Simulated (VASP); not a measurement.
# LiF in VASP: one cell, several levels of theory, part 2 of 2

VASP 6.6.1, plane waves, PAW. Earlier steps stand in the parts before.

## (3) r2SCAN

INCAR

```
ENCUT = 520.000000
SIGMA = 0.010000
EDIFF = 1.00e-07
ALGO = Normal
METAGGA = R2SCAN
PREC = Accurate
IBRION = -1
ISIF = 2
ISMEAR = 0
NBANDS = 12
NELM = 120
NSW = 0
LASPH = .TRUE.
LCHARG = .TRUE.
LELF = .TRUE.
LWAVE = .FALSE.
LREAL = .FALSE.
```

KPOINTS

```
KPOINTS created by Atomic Simulation Environment
0
Gamma
10 10 10
0 0 0
```

KPOINTS_OPT

```
special points
6
Reciprocal
0.0000000000 0.0000000000 0.0000000000 1
0.5000000000 0.0000000000 0.5000000000 1
0.6250000000 0.2500000000 0.6250000000 1
0.3750000000 0.3750000000 0.7500000000 1
0.5000000000 0.5000000000 0.5000000000 1
0.5000000000 0.2500000000 0.7500000000 1
```

POSCAR

```
Li F
 1.0000000000000000
    -0.0670353019000000    2.0000507985999998    2.0000507985999998
     2.0000507985999998   -0.0670353019000000    2.0000507985999998
     2.0000507985999998    2.0000507985999998   -0.0670353019000000
 Li  F
   1   1
Cartesian
  0.0000000000000000  0.0000000000000000  0.0000000000000000
  1.9665331476499994  1.9665331476499994  1.9665331476499994
```

On the command line:

```sh
$ mpirun -np 1 vasp_std
```

Standard output, without the iteration lines:

```text
POSCAR found type information on POSCAR LiF
 POSCAR found :  2 types and       2 ions
 -----------------------------------------------------------------------------
|                                                                             |
|                                                                             |
|     You enforced a specific xc type in the INCAR file but a different       |
|     I HOPE YOU KNOW WHAT YOU ARE DOING!                                     |
|                                                                             |
 -----------------------------------------------------------------------------

 LDA part: xc-table for (None), standard interpolation
 POSCAR, INCAR and KPOINTS ok, starting setup
 FFT: planning ... GRIDC
 FFT: planning ... GRID_SOFT
 FFT: planning ... GRID
 WAVECAR not read
 entering main loop
 Start KPOINTS_OPT (optional k-point list driver)
k-point batch [1-6\6]
```

OSZICAR:

```text
N       E                     dE             d eps       ncg     rms          rms(c)
DAV:   1     0.281502203508E+02    0.28150E+02   -0.55115E+03  2872   0.864E+02
DAV:   2    -0.137988025990E+02   -0.41949E+02   -0.40858E+02  3352   0.192E+02
DAV:   3    -0.149469590283E+02   -0.11482E+01   -0.11449E+01  3844   0.279E+01
DAV:   4    -0.149573598812E+02   -0.10401E-01   -0.10400E-01  3180   0.284E+00
DAV:   5    -0.149574873673E+02   -0.12749E-03   -0.12749E-03  3832   0.228E-01    0.390E+00
DAV:   6    -0.118758727133E+02    0.30816E+01   -0.71126E-01  2852   0.604E+00    0.150E+00
DAV:   7    -0.118782790530E+02   -0.24063E-02   -0.45842E-01  3372   0.470E+00    0.120E+00
DAV:   8    -0.120067115603E+02   -0.12843E+00   -0.99823E-01  3052   0.678E+00    0.255E+00
DAV:   9    -0.118792785740E+02    0.12743E+00   -0.65706E-01  2956   0.517E+00    0.959E-02
DAV:  10    -0.118785762460E+02    0.70233E-03   -0.53553E-03  3276   0.756E-01    0.106E-01
DAV:  11    -0.118785763876E+02   -0.14168E-06   -0.77841E-05  3196   0.913E-02    0.696E-02
DAV:  12    -0.118785049725E+02    0.71415E-04   -0.54054E-04  3180   0.152E-01    0.402E-03
DAV:  13    -0.118785055073E+02   -0.53480E-06   -0.43166E-06  3424   0.200E-02    0.158E-03
DAV:  14    -0.118785061244E+02   -0.61704E-06   -0.95480E-08  3512   0.287E-03    0.747E-04
DAV:  15    -0.118785058209E+02    0.30349E-06   -0.63119E-08  1716   0.184E-03    0.928E-05
DAV:  16    -0.118785057414E+02    0.79456E-07   -0.16607E-09  1536   0.380E-04
   1 F= -.11878506E+02 E0= -.11878506E+02  d E =0.000000E+00
       N       E                     dE             ncg
DAV:   1     0.100845851717E+04   -0.29577E+04      160
DAV:   2     0.771407220359E+03   -0.23705E+03      176
DAV:   3     0.765606428759E+03   -0.58008E+01      196
DAV:   4     0.765539132668E+03   -0.67296E-01      184
DAV:   5     0.765538311062E+03   -0.82161E-03      196
DAV:   6     0.765538295280E+03   -0.15782E-04      184
DAV:   7     0.765538294989E+03   -0.29156E-06      192
DAV:   8     0.765538294984E+03   -0.46391E-08      184
```

Parts of OUTCAR:

```text
k-points           NKPTS =    116   k-points in BZ     NKDIM =    116   number of bands    NBANDS=     12

   NELECT =      10.0000    total number of electrons

   dimension x,y,z NGX =    24 NGY =   24 NGZ =   24
   dimension x,y,z NGXF=    48 NGYF=   48 NGZF=   48

  energy-cutoff  :      520.00
  volume of cell :       16.81
      direct lattice vectors                 reciprocal lattice vectors
    -0.067035302  2.000050799  2.000050799    -0.237763674  0.246009112  0.246009112
     2.000050799 -0.067035302  2.000050799     0.246009112 -0.237763674  0.246009112
     2.000050799  2.000050799 -0.067035302     0.246009112  0.246009112 -0.237763674

 k-points in reciprocal lattice and weights: KPOINTS created by Atomic Simulation Env
   0.00000000  0.00000000  0.00000000       0.001
   0.10000000  0.00000000  0.00000000       0.006
   0.20000000  0.00000000  0.00000000       0.006
   0.30000000  0.00000000 -0.00000000       0.006
   0.40000000  0.00000000 -0.00000000       0.006
   0.50000000  0.00000000  0.00000000       0.003
   0.10000000  0.10000000  0.00000000       0.006
   0.20000000  0.10000000  0.00000000       0.012
[... 108 more k-points ...]

 E-fermi :  -1.3452

 k-point     1 :       0.0000    0.0000    0.0000
  band No.  band energies     occupation
      1     -43.9420      2.00000
      2     -22.8193      2.00000
      3      -1.8757      2.00000
      4      -1.8757      2.00000
      5      -1.6324      2.00000
      6       8.1901      0.00000
      7      22.8554      0.00000
      8      22.8554      0.00000
      9      23.6719      0.00000
     10      23.6719      0.00000
     11      24.0365      0.00000
     12      24.5818      0.00000

 k-point     2 :       0.1000    0.0000    0.0000
  band No.  band energies     occupation
      1     -43.9375      2.00000
      2     -22.7865      2.00000
      3      -2.1237      2.00000
      4      -1.8928      2.00000
      5      -1.6763      2.00000
      6       8.4710      0.00000
      7      20.2553      0.00000
      8      22.0151      0.00000
      9      22.7929      0.00000
     10      24.2216      0.00000
     11      25.0880      0.00000
     12      25.5129      0.00000

 k-point     3 :       0.2000    0.0000    0.0000
  band No.  band energies     occupation
      1     -43.9254      2.00000
      2     -22.6965      2.00000
      3      -2.7614      2.00000
      4      -1.9366      2.00000
      5      -1.7489      2.00000
      6       9.1126      0.00000
      7      17.8367      0.00000
      8      20.6358      0.00000
      9      21.2919      0.00000
     10      25.3482      0.00000
     11      26.0269      0.00000
     12      26.8715      0.00000

 k-point     4 :       0.3000    0.0000   -0.0000
  band No.  band energies     occupation
      1     -43.9104      2.00000
      2     -22.5817      2.00000
      3      -3.4820      2.00000
      4      -1.9888      2.00000
      5      -1.8268      2.00000
      6       9.6761      0.00000
      7      16.3900      0.00000
      8      19.4150      0.00000
      9      20.0351      0.00000
     10      26.9376      0.00000
     11      27.3692      0.00000
     12      28.5008      0.00000

 k-point     5 :       0.4000    0.0000   -0.0000
  band No.  band energies     occupation
      1     -43.8983      2.00000
      2     -22.4853      2.00000
      3      -4.0217      2.00000
      4      -2.0296      2.00000
      5      -1.8869      2.00000
      6       9.8974      0.00000
      7      15.8668      0.00000
      8      18.6157      0.00000
      9      19.2277      0.00000
     10      28.6707      0.00000
     11      28.9405      0.00000
     12      30.1679      0.00000

 k-point     6 :       0.5000    0.0000    0.0000
  band No.  band energies     occupation
      1     -43.8937      2.00000
      2     -22.4475      2.00000
      3      -4.2198      2.00000
      4      -2.0449      2.00000
      5      -1.9094      2.00000
      6       9.9170      0.00000
      7      15.7959      0.00000
      8      18.3402      0.00000
      9      18.9511      0.00000
     10      29.5780      0.00000
     11      30.0420      0.00000
     12      31.0164      0.00000

 k-point     7 :       0.1000    0.1000    0.0000
  band No.  band energies     occupation
      1     -43.9358      2.00000
      2     -22.7715      2.00000
      3      -2.0720      2.00000
      4      -1.9781      2.00000
      5      -1.7704      2.00000
      6       8.5897      0.00000
      7      20.9326      0.00000
      8      21.2351      0.00000
      9      22.0968      0.00000
     10      22.5914      0.00000
     11      26.1999      0.00000
     12      26.6934      0.00000

 k-point     8 :       0.2000    0.1000    0.0000
  band No.  band energies     occupation
      1     -43.9260      2.00000
      2     -22.6952      2.00000
      3      -2.5875      2.00000
      4      -2.0121      2.00000
      5      -1.8636      2.00000
      6       9.1717      0.00000
      7      18.4589      0.00000
      8      20.8194      0.00000
      9      21.2920      0.00000
     10      22.4084      0.00000
     11      27.3178      0.00000
     12      28.3659      0.00000

 k-point     9 :       0.3000    0.1000   -0.0000
  band No.  band energies     occupation
      1     -43.9120      2.00000
      2     -22.5844      2.00000
      3      -3.2903      2.00000
      4      -2.0795      2.00000
      5      -1.9438      2.00000
      6       9.8464      0.00000
      7      16.6473      0.00000
      8      19.6410      0.00000
      9      20.2462      0.00000
     10      23.8590      0.00000
     11      28.5296      0.00000
     12      29.6287      0.00000

 k-point    10 :       0.4000    0.1000    0.0000
  band No.  band energies     occupation
      1     -43.8991      2.00000
      2     -22.4792      2.00000
      3      -3.8771      2.00000
      4      -2.1667      2.00000
      5      -2.0026      2.00000
      6      10.2469      0.00000
      7      15.7858      0.00000
      8      18.8013      0.00000
      9      19.4411      0.00000
     10      25.6466      0.00000
     11      29.9222      0.00000
     12      30.8037      0.00000

[... the tables of k-points 11 to 116 left out ...]

  Total       -0.5056281     -0.5056281     -0.5056281      0.2063841      0.2063841      0.2063841
  in kB      -48.2051427    -48.2051427    -48.2051427     19.6760692     19.6760692     19.6760692
  external PRESSURE =     -48.2051427 kB  Pullay stress =       0.0000000 kB

 POSITION                                       TOTAL-FORCE (eV/Angst)
 -----------------------------------------------------------------------------------
      0.00000      0.00000      0.00000        -0.000000      0.000000      0.000000
      1.96653      1.96653      1.96653         0.000000     -0.000000     -0.000000
 -----------------------------------------------------------------------------------
    total drift:                               -0.000000     -0.000000      0.000000

  FREE ENERGIE OF THE ION-ELECTRON SYSTEM (eV)
  ---------------------------------------------------
  free  energy   TOTEN  =       -11.8785057414 eV

  energy  without entropy=      -11.8785057414  energy(sigma->0) =      -11.87850574
```

Hardware: 1 MPI rank of Intel Xeon Platinum 8488C, shared host.

The levels at the points of KPOINTS_OPT are read from vasprun.xml.

Near the gap, in eV above the top of the last filled band v; c is the band after it:

```tsv
point	v−1	v	c	c+1
Γ	-0.24	0.00	9.82	24.49
X	-1.27	-0.98	15.57	17.09
U	-1.60	-1.00	15.06	15.77
K	-1.60	-1.00	15.06	15.77
L	-0.53	-0.53	11.32	18.17
W	-2.11	-0.93	15.61	16.03
```

r2SCAN gives a direct gap of 9.82 eV at Γ. The pressure is -4.82 GPa; the forces vanish within 0.01 eV/Å.

## (4) Results

The summary covers parts 1 to 2.

| level | gap (eV) | pressure (GPa) | Ansatz: gap (eV) | Ansatz: pressure (GPa) |
| --- | --- | --- | --- | --- |
| PBE | 8.67 | -0.34 | 8.67 | 0.12 |
| r2SCAN | 9.82 | -4.82 | 9.63 | -3.85 |

What this shows: The gap spans 8.67 eV (PBE) to 9.82 eV (r2SCAN). The pressure is highest with PBE (-0.3 GPa) and lowest with r2SCAN (-4.8 GPa), which orders the cells that they would relax to. The two programs agree on the gap within 0.21 eV, far less than the spread between functionals. Each program uses its own PAW datasets and cutoff.
